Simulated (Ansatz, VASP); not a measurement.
# ZnO in two plane-wave programs, part 2 of 2

One calculation is typed for both programs; each brings its own data sets. How far apart do they land? The cell is taken from a series of runs on this material, whose earlier steps may have relaxed, scaled, displaced or heated it; both programs get it as it stands.

VASP 6.6.1 and Ansatz 0.2.0.

So far: The starting structure; VASP: relaxation of cell and atoms, PBEsol.

### Step 3. Ansatz: relaxation of cell and atoms, PBEsol

Level of this step: Ansatz beside VASP: Kohn-Sham DFT, plane waves, PBEsol (Ansatz).

Ansatz runs on its default PAW (the set named soft_2) files.

The same cell, functional, mesh and smearing now go to Ansatz, which takes its cutoff from its data sets.

Contents of input.yaml:

```yaml
crystal:
  lattice:
    - [3.25, 0.0, 0.0]
    - [-1.625, 2.8145825623, 0.0]
    - [0.0, 0.0, 5.207]
  atoms:
    - { symbol: Zn, position: [0.3333333333, 0.6666666667, 0.0] }
    - { symbol: Zn, position: [0.6666666667, 0.3333333333, 0.5] }
    - { symbol: O, position: [0.3333333333, 0.6666666667, 0.382] }
    - { symbol: O, position: [0.6666666667, 0.3333333333, 0.882] }
hamiltonian:
  xc: pbesol
kpoints:
  mp_grid: { grid: [12, 12, 8] }
scf:
  occupations: { method: fermi_dirac, width: 0.02 }
  convergence: { dr2_threshold: 1.0e-09 }
relax:
  cell: {}
  f_tol: 0.003
  max_steps: 40
```

On the command line:

```console
$ ansatz run input.yaml --threads 4 --pin off --max-ram 16384MiB --backend cpu --events-out ev --progress --plain --runs-dir out
```

Numbers of over 12 decimals in the logs are rounded to 6 here.

The log of the run:

```text
Warning: relax.cell: scf.convergence.dr2_threshold = 1e-9 eV is looser than the 4e-10 eV advised for a relaxation that steers and ends on the stress (1e-10 eV for each atom of the cell: 4). What an SCF threshold leaves in a stress goes as its square root, and in the free energy as the threshold itself, and one threshold admits the most on a small cell: [figures from the program's tests cut] Set scf.convergence.dr2_threshold to 4e-10 eV or tighter. The threshold is an SCF's pass mark: one that does not reach it within its budget of iterations ends unconverged, or closes short of it on a stop that the run arms, and scf.convergence.dr2_threshold's page says what that costs each kind of run
Engine: ansatz 0.2.0, x86_64-unknown-linux-gnu
Pseudopotentials: kind: paw
Pseudopotential: Zn, paw, valence charge 12, recommended cutoff 420 eV (normal), Zn.paw.azcp
Pseudopotential: O, paw, valence charge 6, recommended cutoff 420 eV (normal), O.paw.azcp
Functional definition: PBEsol
  exchange = pbesol_x
  correlation = pbesol_c
Crystal: 4 atoms, lattice volume = 47.630 Å³
Basis set: ecut = 420 eV, 941 PW (Γ), exchange–correlation on 48×48×72 points (8 copies of the dense FFT grid, shifted against one another)
Bands: 22, of which v1, the nominal top of the filled ones, is band 18 counted from 1 (17 counted from 0)
Symmetry: 12 space group operations
Space group: P63mc (ITA 186), of the structure as read, at distance tolerance 3.6e-5 Å
k-points: 95 of 1152 (time reversal used)
Non-local potential: Zn, projectors of the file, l = 0: 2, l = 1: 2, l = 2: 3, l = 3: 1
Non-local potential: O, projectors of the file, l = 0: 2, l = 1: 2, l = 2: 1
PAW form: soft (Blöchl's): semilocal exchange-correlation on the pseudo side does not see the compensation charge
PAW frozen core: Zn, regenerated for the run's functional, and the local potential with it (the file was generated under x = pbe(κ = 0.804, μ = 0.219515), c = pbe(β = 0.066725))
PAW frozen core: O, regenerated for the run's functional, and the local potential with it (the file was generated under x = pbe(κ = 0.804, μ = 0.219515), c = pbe(β = 0.066725))
PAW one-centre angular grid: Zn, 590 points (default); XC on 64 Gauss nodes
PAW one-centre angular grid: O, 110 points (default); XC on 64 Gauss nodes
Initial density: superposition of atomic densities (neutral atoms: chi_scale 0, normalization atom), corrected by the library's trained network
Initial wavefunctions: pseudopotential atomic-orbital guess
Functional: x = pbesol(κ = 0.804, μ = 0.123457), c = pbesol(β = 0.046)
SCF iter   1: F=—  HF=-7684.279549 eV  |F-HF|=—  |Δ(HF+E_count)|=         —  Δρ=1.58e-2  dr2=9.57e-2  ethr=1.77e-3  ⟨swp⟩=6.0  Hψ=9311  notcnv=0
preconditioner: auto → Resta (q_TF=auto, 2.604 Å⁻¹)  ε∞=7.6  [insulator: Δε(μ)=0.558 eV  Ē_g=12.539 eV  σ=0.020 eV  W_gap=1.00  n_scr=22 (ndim 8)  ℏωp=32.3 eV  f_vac=0.036  D(μ)=0.00/eV (n_scr^D=0)  ε∞_Penn≈7.6]
SCF iter   2: F=—  HF=-7684.254760 eV  |F-HF|=—  |Δ(HF+E_count)|=   2.48e-2  Δρ=2.10e-3  dr2=1.01e-3  ethr=2.66e-4  ⟨swp⟩=3.0  Hψ=4906  notcnv=0
SCF iter   3: F=—  HF=-7684.254762 eV  |F-HF|=—  |Δ(HF+E_count)|=   2.09e-6  Δρ=1.15e-3  dr2=4.78e-4  ethr=2.81e-6  ⟨swp⟩=1.1  Hψ=2131  notcnv=0
SCF iter   4: F=—  HF=-7684.254765 eV  |F-HF|=—  |Δ(HF+E_count)|=   3.56e-6  Δρ=2.25e-4  dr2=2.73e-5  ethr=1.33e-6  ⟨swp⟩=2.0  Hψ=3523  notcnv=0
SCF iter   5: F=—  HF=-7684.254763 eV  |F-HF|=—  |Δ(HF+E_count)|=   2.40e-6  Δρ=1.49e-4  dr2=6.32e-6  ethr=7.59e-8  ⟨swp⟩=2.0  Hψ=3610  notcnv=0
SCF iter   6: F=—  HF=-7684.254759 eV  |F-HF|=—  |Δ(HF+E_count)|=   3.44e-6  Δρ=3.10e-5  dr2=3.19e-7  ethr=1.76e-8  ⟨swp⟩=2.0  Hψ=3610  notcnv=0
SCF iter   7: F=—  HF=-7684.254760 eV  |F-HF|=—  |Δ(HF+E_count)|=   7.89e-7  Δρ=9.84e-6  dr2=4.27e-8  ethr=8.85e-10  ⟨swp⟩=2.0  Hψ=3559  notcnv=0
SCF iter   8: F=—  HF=-7684.254760 eV  |F-HF|=—  |Δ(HF+E_count)|=   8.67e-8  Δρ=3.46e-6  dr2=6.53e-9  ethr=1.19e-10  ⟨swp⟩=2.0  Hψ=3455  notcnv=0
SCF iter   9: F=-7684.254760 eV  HF=-7684.254760 eV  |F-HF|=1.69e-10  |Δ(HF+E_count)|=   4.99e-9  Δρ=7.90e-7  dr2=2.87e-10  ethr=2.78e-12  ⟨swp⟩=4.2  Hψ=7800  notcnv=0
SCF 1 converged in 9 iterations: F = -7684.254760 eV  dr2 = 2.87e-10
  greatest PAW one-centre occupation: 0.987 electrons in one spin orbital (limit 2), on the Zn atom at site 1 (counted from 0), in its partial waves of l = 2
relax step   1: F+E_penalty+E_count = -7684.25476033 eV  Δ(F+E_penalty+E_count) = +0.000e0 eV  max|allowed force component| = 3.466e-2 eV/Å  Δτ_max = 0.0000 Å  P = -1.556 GPa  Ω = 47.630 Å³  (9 SCF iters, accepted)
[...]
relax step   4: F+E_penalty+E_count = -7684.26028724 eV  Δ(F+E_penalty+E_count) = -7.364e-6 eV  max|allowed force component| = 4.628e-3 eV/Å  Δτ_max = 0.0033 Å  P = -0.010 GPa  Ω = 47.138 Å³  energy of the carried Pulay correction = +2.338e-3 eV  (7 SCF iters, accepted)
[...]
relax step   5: F+E_penalty+E_count = -7684.26030511 eV  Δ(F+E_penalty+E_count) = -1.787e-5 eV  max|allowed force component| = 2.212e-5 eV/Å  Δτ_max = 0.0003 Å  P = -0.000 GPa  Ω = 47.135 Å³  energy of the carried Pulay correction = +2.353e-3 eV  (5 SCF iters, accepted)
[...]
relax step   6: F+E_penalty+E_count = -7684.25799798 eV  Δ(F+E_penalty+E_count) = +2.307e-3 eV  max|allowed force component| = 3.221e-4 eV/Å  Δτ_max = 0.0000 Å  P = -0.071 GPa  Ω = 47.135 Å³  stress off target by 9.41e-2 GPa  SCF on the basis re-selected at this cell (its energy is not comparable with the rows above)  (5 SCF iters)
[...]
relax step   7: F+E_penalty+E_count = -7684.25811150 eV  Δ(F+E_penalty+E_count) = -1.135e-4 eV  max|allowed force component| = 3.541e-5 eV/Å  Δτ_max = 0.0003 Å  P = -0.001 GPa  Ω = 47.113 Å³  energy of the carried Pulay correction = +1.049e-4 eV  (6 SCF iters, accepted)
[...]
relax step   8: F+E_penalty+E_count = -7684.25805194 eV  Δ(F+E_penalty+E_count) = +5.956e-5 eV  max|allowed force component| = 2.846e-5 eV/Å  Δτ_max = 0.0000 Å  P = -0.003 GPa  Ω = 47.113 Å³  stress off target by 5.52e-3 GPa  SCF on the basis re-selected at this cell (its energy is not comparable with the rows above)  (3 SCF iters)
basis re-selected at this cell: Δ(F+E_penalty+E_count) = +5.956e-5 eV, ΔP = -0.002 GPa vs the last step (what re-selecting the basis moved, of the pressure what is left beyond the Pulay correction that the steps carried, after the strain that the cell walked since its last selection, with what the two solves' SCF thresholds leave and, on support functions, any second-order correction that the steps lacked; it is no m [...]
SCF converged after 3 iterations
Free energy (F): -7684.258052 eV
Harris-Foulkes:  -7684.258052 eV  (|F-HF|=3.09e-10)
Internal energy: -7684.258052 eV  (E = F + TS)
E sigma→0 (E₀):  -7684.258052 eV
Fermi energy:    7.588860 eV
--- Per-component energies (eV) ---
  E_band       = 63.824995
  E_kinetic    = 610.790507
  E_local      = -3986.070204  (includes V_loc(G=0)·N_el)
  E_nonlocal   = 1338.095300
  E_hartree    = 1633.820786
  E_xc         = -415.069395
  E_vxc        = -289.606320  (∫ρ·V_xc dr)
  E_paw        = -3894.548360  (= ΣΔE_a)
  E_vpaw       = -877.029908  (= ΣTr[D̂ρ^β])
  E_aug_tail   = 0.004185  (compensation charges beyond the density's cutoff)
  E_ewald      = -2972.946158
  E_core_change = 1.665286  (= ΣΔE_core)
  E_smearing   = -0.000000  (= −TS)
  E_closure    = -0.000000  (closes the sum)
  Σ components = -7684.258052   (vs F -7684.258052, Δ=0.00e0)
--- Forces (eV/Å), atoms counted from 1 ---
  atom   1  Zn     0.00000000    -0.00000000     0.00003140
  atom   2  Zn    -0.00000000     0.00000000     0.00003140
  atom   3  O     -0.00000000     0.00000000    -0.00002552
  atom   4  O      0.00000000    -0.00000000    -0.00002552
  max |Σ_I F_I| component: 1.18e-5 eV/Å
--- Stress (GPa, compression-positive) ---
       -0.005516       0.000000       0.000000
        0.000000      -0.005516      -0.000000
        0.000000      -0.000000       0.002443
  P = ⅓ Tr σ = -0.0029 GPa (-0.029 kbar)
--- Relaxed structure (6 steps of the walk, 6 accepted, 2 SCFs on fresh bases) ---
  F+E_penalty+E_count = -7684.25805194 eV   max|allowed force component| = 2.846e-5 eV/Å   (the final SCF, on the basis selected at the relaxed cell)
  cell:  # Å, volume = 47.1127 Å³
    - [3.229987, 7.406390094146652e-19, 0]
    - [-1.614993, 2.797251, 0]
    - [0, 0, 5.214413]
  atoms:
    - { symbol: Zn, position: [0.333333, 0.666667, 0.00153849] }
    - { symbol: Zn, position: [0.666667, 0.333333, 0.501538] }
    - { symbol: O, position: [0.333333, 0.666667, 0.380462] }
    - { symbol: O, position: [0.666667, 0.333333, 0.880462] }
```

Reading the cycles: dr2 is the Hartree energy of the density residual (eV), the measure of convergence; HF is the Harris–Foulkes estimate of the energy, which meets the free energy F at convergence.

### Step 4. Comparison

Known differences besides the potentials themselves: the cutoff is 420 eV in Ansatz and 600 eV in VASP; Ansatz makes its cores anew for this functional, VASP keeps those of its PBE data sets; Ansatz adds a Pulay correction to the stress that steers its cell, VASP none. Total energies have different zeros and are not compared.

Both answers:

```
                                         quantity  Ansatz   VASP  difference
                                      volume (Å³)   47.11  47.38     -0.57 %
edge a after relaxation, in the typed setting (Å)   3.230  3.236     -0.19 %
edge c after relaxation, in the typed setting (Å)   5.214  5.224     -0.19 %
```

### Step 5. Summary of results

```json
{"difference in volume (relaxation of cell and atoms, PBEsol)": "-0.57 %"}
```

What this shows: The difference in volume is -0.57 % (relaxation of cell and atoms, PBEsol), within the 1.2 % picked in this series as the mark of a large difference, as far as the stopping tolerances let one tell. How closely two codes agree says nothing of how well the functional describes the real material.

[Lines on the potential files, build, host, timing and source positions are cut from VASP's logs without a mark.]

[Logs are printed without paths, hosts, clocks, repeated set-up lines and the standing remarks that a program may print on its own settings, such as how far it seeks lower states.]

[Hosts, paths, dates, database ids (printed as entryN), source tags and the programs' standing remarks are cut or masked in the printed files.]
